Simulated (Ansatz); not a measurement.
Put ZrB2 in I4/mmm (No. 139): Zr on 4e; B on 8j.

Level of theory: DFT PBE, scalar-relativistic, plane waves, PAW (Ansatz). Cutoff 420 eV, Γ-centred mesh, Gaussian smearing, no spin polarisation.

Energies over the elements count from the elements' standard structures at the same level, with no fitted energy shifts.

Question: Give the relaxed lattice parameters and positions.

Answer:

Space group I4/mmm (No. 139). a = 4.164 Å, b = 4.164 Å, c = 7.539 Å, α = 90.00°, β = 90.00°, γ = 90.00°
```
atom  site  symmetry       x       y       z
  Zr    4e       4mm  0.0000  0.0000  0.1912
   B    8j      m2m.  0.2009  0.5000  0.0000
```

Zr has 12 B at 2.64–2.67 Å, 1 Zr at 2.88 Å and 4 Zr at 3.07 Å; around B lie 3 B at 1.67–1.76 Å, 1 B at 2.49 Å and 6 Zr at 2.64–2.67 Å. Another local minimum with the same sites may exist.

Question: And its energy and gap?

Answer: The formation energy is −0.54 eV/atom. The gap on the 12×12×12 mesh of the 6-atom cell is 0 eV (a metal).

The last run used Gaussian smearing of 0.10 eV. Symmetry constrained the relaxation, so the result can be a saddle point. Another cell of ZrB2 relaxed alike, in P6/mmm (a cell as deposited in COD), lies 0.48 eV/atom lower, so this cell isn't the stable form at this level.
